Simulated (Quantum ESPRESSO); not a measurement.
Crystal: Zn.

```
CELL_PARAMETERS angstrom
0.00000 1.96478 1.96478
1.96478 0.00000 1.96478
1.96478 1.96478 0.00000
ATOMIC_POSITIONS crystal
Zn 0.00000 0.00000 0.00000
```

This isn't the form of Zn at room conditions, which is hcp.

| Property | Result |
| --- | --- |
| Program | Quantum ESPRESSO 7.5 |
| Task | single point |
| Functional | PBE |
| Potentials or basis | SSSP 1.3 efficiency PBE |
| Cutoff | 748 eV |
| Density cutoff | 5987 eV |
| k mesh | 12 × 12 × 12 |
| Occupations | fermi-dirac, width 0.05 eV |
| Spin | no spin polarisation |

On this cell: pressure -0.3 GPa; band gap on the k mesh none (metal or under the smearing width).

The same run follows on a disturbed copy (cell strained at random at fixed volume):

```xyz
1
Lattice="0.0040 2.0046 1.9670 1.9567 -0.0043 1.9753 1.9274 1.9836 0.0249" Properties=species:S:1:pos:R:3 pbc="T T T"
Zn    0.0418   -0.0358   -0.0315
```

What does the disturbed cell give?

The energy (extrapolated to zero smearing) moves by +0.0 meV/atom; pressure -0.2 GPa; band gap on the k mesh none (metal or under the smearing width).

Stress tensor (GPa, compression positive):
```
-0.02 -0.67  0.58
-0.67 -0.77  0.46
 0.58  0.46  0.33
```
